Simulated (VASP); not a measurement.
# TaN (P6_3/mmc) in VASP: further runs

The runs below take TaN through single point, with LDA+U.

Everything below comes from runs of VASP 6.6.1. Logs are shortened: lines on timing, memory, paths and dates and some standing lists are left out, and cuts for length are marked.

## Step 1: The structure

The structure is hexagonal, space group P6_3/mmc (No. 194). Conventional cell: a = 3.048 Å, b = 3.048 Å, c = 4.918 Å, α = 90.00°, β = 90.00°, γ = 120.00°. Around Ta (site symmetry -3m) lie 6 N at 2.15 Å and 2 Ta at 2.46 Å. N (site symmetry -6m2) has 6 Ta at 2.15 Å as nearest neighbours.

## Step 2: Single point, LDA+U, collinear spin, random start

Contents of INCAR:

```
SYSTEM = TaN
PREC = Accurate ; ENCUT = 520
EDIFF = 1E-6 ; ISMEAR = 0
SIGMA = 0.05 ; LREAL = .FALSE.
LASPH = .TRUE. ; NELM = 60
ALGO = Fast ; ISIF = 2
LWAVE = .FALSE. ; LCHARG = .TRUE.
ISPIN = 2 ; MAGMOM = 0.42 -0.44 0 0
LORBIT = 11 ; LMAXMIX = 4
LDAU = .TRUE. ; LDAUTYPE = 2
LDAUL = 2 -1 ; LDAUU = 2 0
LDAUJ = 0 0 ; LDAUPRINT = 1
GGA = CA ; LELF = .TRUE.
LVHAR = .TRUE. ; NBANDS = 28
```

Contents of KPOINTS:

```
regular mesh
0
G
  7 7 4
  0 0 0
```

Contents of POSCAR:

```
TaN
1.0
    3.0480018400      0.0000000000      0.0000000000
   -1.5240009200      2.6396470300      0.0000000000
    0.0000000000      0.0000000000      4.9179997800
Ta N
2 2
Direct
    0.0000000000      0.0000000000      0.0000000000
    0.0000000000      0.0000000000      0.5000000000
    0.3333333333      0.6666666667      0.2500000000
    0.6666666667      0.3333333333      0.7500000000
```

Potentials or basis: VASP PAW LDA potentials, release 64 (Ta_pv, N).

On the command line:

```
cat potpaw_LDA.64/Ta_pv/POTCAR potpaw_LDA.64/N/POTCAR > POTCAR
mpirun -np 1 vasp_std > vasp.out
```

OUTCAR:

```text
SYSTEM = TaN
   PREC = Accurate
   ENCUT = 520
   EDIFF = 1E-6
   ISMEAR = 0
   LREAL = .FALSE.
   LASPH = .TRUE.
   NELM = 60
   ISIF = 2
   ISPIN = 2
   LORBIT = 11
   GGA = CA

 ion  position               nearest neighbor table
   1  0.000  0.000  0.000-   3 2.15   4 2.15   4 2.15   3 2.15   4 2.15   3 2.15   2 2.46   2 2.46

   2  0.000  0.000  0.500-   3 2.15   4 2.15   4 2.15   3 2.15   4 2.15   3 2.15   1 2.46   1 2.46

   3  0.333  0.667  0.250-   1 2.15   2 2.15   1 2.15   2 2.15   1 2.15   2 2.15
   4  0.667  0.333  0.750-   1 2.15   2 2.15   1 2.15   2 2.15   1 2.15   2 2.15

  LATTYP: Found a hexagonal cell.
 ALAT       =     3.0480018400
 C/A-ratio  =     1.6135160142

  Lattice vectors:

 A1 = (   3.0480018400,   0.0000000000,   0.0000000000)
 A2 = (  -1.5240009200,   2.6396470300,   0.0000000000)
 A3 = (   0.0000000000,   0.0000000000,   4.9179997800)

Analysis of symmetry for initial positions (statically):
=====================================================================
 Subroutine PRICEL returns:
 Original cell was already a primitive cell.

 Routine SETGRP: Setting up the symmetry group for a
 hexagonal supercell.

 Subroutine GETGRP returns: Found 24 space group operations
 (whereof 12 operations were pure point group operations)
 out of a pool of 24 trial point group operations.

The static configuration has the point symmetry D_3d.
 The point group associated with its full space group is D_6h.

Analysis of symmetry for dynamics (positions and initial velocities):
=====================================================================
 Subroutine PRICEL returns:
 Original cell was already a primitive cell.

 Routine SETGRP: Setting up the symmetry group for a
 hexagonal supercell.

 Subroutine GETGRP returns: Found 24 space group operations
 (whereof 12 operations were pure point group operations)
 out of a pool of 24 trial point group operations.

The dynamic configuration has the point symmetry D_3d.
 The point group associated with its full space group is D_6h.

Analysis of structural, dynamic, and magnetic symmetry:
=====================================================================
 Subroutine PRICEL returns:
 Original cell was already a primitive cell.

 Routine SETGRP: Setting up the symmetry group for a
 hexagonal supercell.

 Subroutine GETGRP returns: Found 12 space group operations
 (whereof 12 operations were pure point group operations)
 out of a pool of 24 trial point group operations.

The overall configuration has the point symmetry D_3d.

 Subroutine INISYM returns: Found 12 space group operations
 (whereof 12 operations are pure point group operations),
 and found     1 'primitive' translations

----------------------------------------------------------------------------------------

                                     Primitive cell

  volume of cell :      39.5685

  direct lattice vectors                    reciprocal lattice vectors
     3.048001840  0.000000000  0.000000000     0.328083791  0.189419265  0.000000000
    -1.524000920  2.639647030  0.000000000     0.000000000  0.378838530  0.000000000
     0.000000000  0.000000000  4.917999780     0.000000000  0.000000000  0.203334698

  length of vectors
     3.048001840  3.048001845  4.917999780     0.378838530  0.378838530  0.203334698

[... 151 lines left out ...]

  o =  0.2274  v =  0.9623  0.0000  0.0000 -0.2720 -0.0000  0.0000  0.0000  0.0000  0.0000  0.0000      0.0000  0.0000  0.0000  0.0000  0.0000  0.0000  0.0000  0.0000  0.0000  0.0000
  o =  0.2274  v = -0.0000  0.2720  0.0000  0.0000 -0.9623  0.0000  0.0000  0.0000  0.0000  0.0000      0.0000  0.0000  0.0000  0.0000  0.0000  0.0000  0.0000  0.0000  0.0000  0.0000
  o =  0.2274  v =  0.0000  0.0000  0.0000  0.0000  0.0000  0.9622  0.0000  0.0000 -0.2723 -0.0000      0.0000  0.0000  0.0000  0.0000  0.0000  0.0000  0.0000  0.0000  0.0000  0.0000
  o =  0.2274  v =  0.0000  0.0000  0.0000  0.0000  0.0000 -0.0000  0.2723  0.0000  0.0000 -0.9622      0.0000  0.0000  0.0000  0.0000  0.0000  0.0000  0.0000  0.0000  0.0000  0.0000
  o =  0.2680  v = -0.2720 -0.0000  0.0000 -0.9623 -0.0000  0.0000  0.0000  0.0000  0.0000  0.0000      0.0000  0.0000  0.0000  0.0000  0.0000  0.0000  0.0000  0.0000  0.0000  0.0000
  o =  0.2680  v =  0.0000 -0.9623  0.0000  0.0000 -0.2720  0.0000  0.0000  0.0000  0.0000  0.0000      0.0000  0.0000  0.0000  0.0000  0.0000  0.0000  0.0000  0.0000  0.0000  0.0000
  o =  0.2680  v =  0.0000  0.0000  0.0000  0.0000  0.0000 -0.2723 -0.0000  0.0000 -0.9622 -0.0000      0.0000  0.0000  0.0000  0.0000  0.0000  0.0000  0.0000  0.0000  0.0000  0.0000
  o =  0.2680  v =  0.0000  0.0000  0.0000  0.0000  0.0000  0.0000 -0.9622  0.0000  0.0000 -0.2723      0.0000  0.0000  0.0000  0.0000  0.0000  0.0000  0.0000  0.0000  0.0000  0.0000
  o =  0.3802  v = -0.0000 -0.0000 -1.0000  0.0000 -0.0000  0.0000  0.0000  0.0000  0.0000  0.0000      0.0000  0.0000  0.0000  0.0000  0.0000  0.0000  0.0000  0.0000  0.0000  0.0000
  o =  0.3802  v =  0.0000  0.0000  0.0000  0.0000  0.0000 -0.0000 -0.0000 -1.0000  0.0000 -0.0000      0.0000  0.0000  0.0000  0.0000  0.0000  0.0000  0.0000  0.0000  0.0000  0.0000

atom =   2  type =  1  l = 2

 onsite density matrix

spin component  1

  0.2304  0.0000  0.0000 -0.0106 -0.0000
  0.0000  0.2650 -0.0000 -0.0000 -0.0106
  0.0000 -0.0000  0.3802  0.0000  0.0000
 -0.0106 -0.0000  0.0000  0.2650  0.0000
 -0.0000 -0.0106  0.0000  0.0000  0.2304

spin component  2

  0.2304  0.0000  0.0000 -0.0106 -0.0000
  0.0000  0.2650 -0.0000 -0.0000 -0.0106
  0.0000 -0.0000  0.3802  0.0000  0.0000
 -0.0106 -0.0000  0.0000  0.2650  0.0000
 -0.0000 -0.0106  0.0000  0.0000  0.2304

 occupancies and eigenvectors

  o =  0.2274  v =  0.0000  0.0000  0.0000  0.0000  0.0000  0.9623 -0.0000  0.0000  0.2720 -0.0000      0.0000  0.0000  0.0000  0.0000  0.0000  0.0000  0.0000  0.0000  0.0000  0.0000
  o =  0.2274  v =  0.0000  0.0000  0.0000  0.0000  0.0000  0.0000  0.2720 -0.0000  0.0000  0.9623      0.0000  0.0000  0.0000  0.0000  0.0000  0.0000  0.0000  0.0000  0.0000  0.0000
  o =  0.2274  v =  0.9622 -0.0000  0.0000  0.2723 -0.0000  0.0000  0.0000  0.0000  0.0000  0.0000      0.0000  0.0000  0.0000  0.0000  0.0000  0.0000  0.0000  0.0000  0.0000  0.0000
  o =  0.2274  v =  0.0000  0.2723 -0.0000  0.0000  0.9622  0.0000  0.0000  0.0000  0.0000  0.0000      0.0000  0.0000  0.0000  0.0000  0.0000  0.0000  0.0000  0.0000  0.0000  0.0000
  o =  0.2680  v =  0.0000  0.0000  0.0000  0.0000  0.0000 -0.2720 -0.0000 -0.0000  0.9623  0.0000      0.0000  0.0000  0.0000  0.0000  0.0000  0.0000  0.0000  0.0000  0.0000  0.0000
  o =  0.2680  v =  0.0000  0.0000  0.0000  0.0000  0.0000  0.0000 -0.9623 -0.0000 -0.0000  0.2720      0.0000  0.0000  0.0000  0.0000  0.0000  0.0000  0.0000  0.0000  0.0000  0.0000
  o =  0.2680  v = -0.2723 -0.0000 -0.0000  0.9622  0.0000  0.0000  0.0000  0.0000  0.0000  0.0000      0.0000  0.0000  0.0000  0.0000  0.0000  0.0000  0.0000  0.0000  0.0000  0.0000
  o =  0.2680  v =  0.0000 -0.9622 -0.0000 -0.0000  0.2723  0.0000  0.0000  0.0000  0.0000  0.0000      0.0000  0.0000  0.0000  0.0000  0.0000  0.0000  0.0000  0.0000  0.0000  0.0000
  o =  0.3802  v =  0.0000  0.0000  0.0000  0.0000  0.0000 -0.0000  0.0000 -1.0000  0.0000 -0.0000      0.0000  0.0000  0.0000  0.0000  0.0000  0.0000  0.0000  0.0000  0.0000  0.0000
  o =  0.3802  v = -0.0000  0.0000 -1.0000 -0.0000 -0.0000  0.0000  0.0000  0.0000  0.0000  0.0000      0.0000  0.0000  0.0000  0.0000  0.0000  0.0000  0.0000  0.0000  0.0000  0.0000

 number of electron      32.0000002 magnetization      -0.0000007

 Free energy of the ion-electron system (eV)
  ---------------------------------------------------
  ext. energy  EPLUGINS =         0.00000000
  ---------------------------------------------------
  free energy    TOTEN  =       -42.38801506 eV

  energy without entropy =      -42.38570126  energy(sigma->0) =      -42.38685816

 E-fermi :  10.0288     XC(G=0): -13.9784

 val. band max:       10.0283056852   @ k =   0.4286   0.1429   0.2500
 cond. band min:      10.0633254127   @ k =   0.0000   0.0000   0.5000
 fundamental gap:      0.0350197275
 Fermi energy:        10.0287982734

 spin component 1

 k-point     1 :       0.0000    0.0000    0.0000
  band No.  band energies     occupation
      1     -27.3591      1.00000
      2     -25.5141      1.00000
      3     -25.5141      1.00000
      4     -25.1339      1.00000
      5     -25.1339      1.00000
      6     -24.2958      1.00000
[... 1481 lines left out ...]
     27      21.5379      0.00000
     28      21.5403      0.00000

 [... further k-points ...]

------------------------ aborting loop because EDIFF is reached ----------------------------------------

  FORCE on cell =-STRESS in cart. coord.  units (eV):
  Direction    XX          YY          ZZ          XY          YZ          ZX
  --------------------------------------------------------------------------------------
  -------------------------------------------------------------------------------------
  Total        5.2966375      5.2966375     26.8943701     -0.0000000      0.0000000     -0.0000000
  in kB      214.4673802    214.4673811   1088.9861899     -0.0000000      0.0000000     -0.0000000
  external PRESSURE =     505.9736504 kB  Pullay stress =       0.0000000 kB

 VOLUME and BASIS-vectors are now :
 -----------------------------------------------------------------------------
  energy-cutoff  :      520.00
  volume of cell :       39.57
      direct lattice vectors                 reciprocal lattice vectors
     3.048001840  0.000000000  0.000000000     0.328083791  0.189419265  0.000000000
    -1.524000920  2.639647030  0.000000000     0.000000000  0.378838530  0.000000000
     0.000000000  0.000000000  4.917999780     0.000000000  0.000000000  0.203334698

 POSITION                                       TOTAL-FORCE (eV/Angst)
 -----------------------------------------------------------------------------------
      0.00000      0.00000      0.00000        -0.000000      0.000000      0.000000
      0.00000      0.00000      2.45900        -0.000000      0.000000      0.000000
     -0.00000      1.75976      1.22950         0.000000      0.000000      0.000002
      1.52400      0.87988      3.68850        -0.000000     -0.000000     -0.000002
 -----------------------------------------------------------------------------------
    total drift:                               -0.000000      0.000000      0.000000

  FREE ENERGIE OF THE ION-ELECTRON SYSTEM (eV)
  ---------------------------------------------------
  free  energy   TOTEN  =       -42.3880150605 eV

  energy  without entropy=      -42.3857012564  energy(sigma->0) =      -42.38685816

 total charge

# of ion       s       p       d       tot
------------------------------------------
    1        0.336   6.304   2.683   9.323
    2        0.336   6.304   2.683   9.323
    3        1.226   2.571   0.000   3.797
    4        1.226   2.571   0.000   3.797
--------------------------------------------------
tot          3.122  17.751   5.366  26.239

 magnetization (x)

# of ion       s       p       d       tot
------------------------------------------
    1        0.000   0.000  -0.000  -0.000
    2       -0.000  -0.000   0.000   0.000
    3       -0.000   0.000   0.000   0.000
    4       -0.000   0.000   0.000   0.000
--------------------------------------------------
tot         -0.000   0.000  -0.000   0.000
```

Run time: 34 s. Hardware: 1 thread of Intel Xeon Platinum 8488C (Sapphire Rapids), shared host; peak memory 0.17 GiB.

Results:

```yaml
Free_energy: -42.3880 eV
Pressure: 50.6 GPa
Band_gap_on_the_k_mesh: none (metal or under the smearing width)
Net_moment: 0.00 μB per cell
Valence_electrons_inside_the_program's_atomic_spheres: Ta 9.32; N 3.80
```

Eigenvalues of the final occupation matrices:
```tsv
site	spin	trace	eigenvalues
site 1 d	1	1.37	0.23 0.23 0.27 0.27 0.38
site 1 d	2	1.37	0.23 0.23 0.27 0.27 0.38
site 2 d	1	1.37	0.23 0.23 0.27 0.27 0.38
site 2 d	2	1.37	0.23 0.23 0.27 0.27 0.38
```

Caveat: a pressure of tens of GPa on the cell as given is suspect, and the run, the potentials or the cell itself is likely at fault. The state reached can hang on the start; a lower one may exist.

(Continued in part 2 of 2.)
